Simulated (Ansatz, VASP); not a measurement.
**HfO2 in VASP and in Ansatz**

INCAR

```
SYSTEM = HfO2
  ALGO = Normal
  EDIFF = 1E-6
  ENCUT = 520
  GGA = PE
  ISIF = 2
  ISMEAR = 0
  LASPH = .True.
  LCHARG = .True.
  LELF = .True.
  LREAL = .False.
  LVHAR = .True.
  LWAVE = .False.
  NBANDS = 31
  NELM = 100
  PREC = Accurate
  SIGMA = 0.05
```

KPOINTS

```
k-points
0
Gamma
  6 6 4
  0 0 0
```

File POSCAR:

```
HfO2
1.0
    3.6043047991      0.0000000000      0.0000000000
    0.0000000000      3.6043047991      0.0000000000
    0.0000000000      0.0000000000      5.2639673039
Hf O
2 4
Direct
    0.5000000000      0.5000000000      0.5000000000
    0.0000000000      0.0000000000      0.0000000000
    0.0000000000      0.5000000000      0.6433847622
    0.5000000000      0.0000000000      0.8566152378
    0.5000000000      0.0000000000      0.3566152378
    0.0000000000      0.5000000000      0.1433847622
```

Input for Ansatz:

```yaml
crystal:
  lattice:
    - [3.6043047991, 0.0, 0.0]
    - [0.0, 3.6043047991, 0.0]
    - [0.0, 0.0, 5.2639673039]
  atoms:
    - { symbol: Hf, position: [0.5, 0.5, 0.5] }
    - { symbol: Hf, position: [0.0, 0.0, 0.0] }
    - { symbol: O, position: [0.0, 0.5, 0.6433847622] }
    - { symbol: O, position: [0.5, 0.0, 0.8566152378] }
    - { symbol: O, position: [0.5, 0.0, 0.3566152378] }
    - { symbol: O, position: [0.0, 0.5, 0.1433847622] }
basis:
  ecutwfc: 420
kpoints:
  mp_grid: { grid: [6, 6, 4] }
hamiltonian:
  xc: pbe
scf:
  occupations: { method: gaussian, width: 0.05 }
output:
  forces: true
  stress: true
  eigenvalues: true
```

Change from the starting cell: mode 10 (309.8 1/cm) frozen in, largest displacement +0.263 Å.

Alike in both runs: task single point; functional PBE; k mesh 6 × 6 × 4; occupations gaussian, width 0.05 eV; no spin polarisation.

|  | VASP | Ansatz |
| --- | --- | --- |
| version | VASP 6.6.1 | Ansatz 0.2.0 |
| potentials or method | VASP PAW PBE potentials, release 64 (Hf_pv, O) | scalar-relativistic, plane waves, PAW |
| plane-wave cutoff (eV) | 520 | 420 |
| valence electrons in the cell | 44 | 76 |

|  | VASP | Ansatz | Ansatz less VASP |
| --- | --- | --- | --- |
| gap on the k mesh at the Fermi level (eV) | 4.55 | 4.57 | +0.018 |
| least direct gap on the mesh (eV) | 4.90 | 4.96 | +0.053 |
| pressure (GPa) | 18.0 | 20.7 | +2.73 |
| largest component of the traceless stress (GPa) | 0.10 | 0.40 | +0.297 |
| rms of the force components (eV/Å) | 0.995 | 1.027 | +0.0324 |

Atom by atom the forces differ by 0.032 eV/Å (rms over components). The two sets of potentials don't hold the same shells in valence.

Caveats: so large a pressure means that the cell lies far from this level's equilibrium, or that cutoff or potentials fall short (VASP); spin-orbit coupling is left out, which moves the levels of the heavy elements; forces of over 1 eV/Å show positions far from the minimum, so gaps and moduli don't describe the material at rest. A k mesh can miss the band edges.
